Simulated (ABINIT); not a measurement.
Ga:

```
Ga
1.0
    -1.38440    1.38440    2.31122
     1.38440   -1.38440    2.31122
     1.38440    1.38440   -2.31122
Ga
1
Direct
  0.00000 0.00000 0.00000
```

This isn't the form of Ga at room conditions, which is orthorhombic.

- Program: ABINIT 10.8.3 (patched build)
- Task: relaxation of cell and atoms
- Functional: PBE
- Potentials or basis: JTH PAW PBE v2.0
- Cutoff: 463 eV
- k mesh: 13 × 13 × 13
- Occupations: fermi-dirac, width 0.05 eV
- Spin: no spin polarisation

At the start: pressure 3.5 GPa; volume 17.72 Å³/atom.

Task: Where does the relaxation end?

Result: Over 20 steps the energy falls by 15.5 meV/atom and the volume is 18.95 Å³/atom (+6.9 %); space group I4/mmm (No. 139, to 0.05 Å).

Step by step:
| step | energy change (eV) | largest force (eV/Å) | pressure (GPa) | volume (Å³) |
| --- | --- | --- | --- | --- |
| 1 | 0.0000 | 0.0000 | 3.54 | 17.72 |
| 2 | -0.0038 | 0.0000 | 2.83 | 17.91 |
| 3 | -0.0116 | 0.0000 | 0.28 | 18.74 |
| 4 | -0.0117 | 0.0000 | 0.03 | 18.84 |
| 5 | -0.0117 | 0.0000 | 0.00 | 18.85 |
| 6 | -0.0117 | 0.0000 | -0.02 | 18.86 |
| 7 | -0.0117 | 0.0000 | -0.07 | 18.88 |
| 8 | -0.0117 | 0.0000 | -0.10 | 18.90 |
| 9 | -0.0049 | 0.0000 | -2.18 | 19.92 |
| 10 | -0.0117 | 0.0000 | -0.20 | 18.95 |
| 11 | -0.0118 | 0.0000 | -0.34 | 19.03 |
| 12 | -0.0117 | 0.0000 | -0.21 | 18.95 |
| 13 | -0.0117 | 0.0000 | -0.22 | 18.96 |
| 14 | -0.0054 | 0.0000 | -0.49 | 19.18 |
| 15 | -0.0121 | 0.0000 | 0.04 | 18.88 |
| 16 | -0.0145 | 0.0000 | 0.70 | 18.71 |
| 17 | -0.0148 | 0.0000 | 0.23 | 18.87 |
| 18 | -0.0154 | 0.0000 | 0.14 | 18.90 |
| 19 | -0.0155 | 0.0000 | 0.04 | 18.93 |
| 20 | -0.0155 | 0.0000 | 0.00 | 18.95 |

Final structure:
```
Ga
1.0
    -1.44585    1.44585    2.26603
     1.44585   -1.44585    2.26603
     1.44585    1.44585   -2.26603
Ga
1
Cartesian
  0.0000 0.0000 0.0000
```
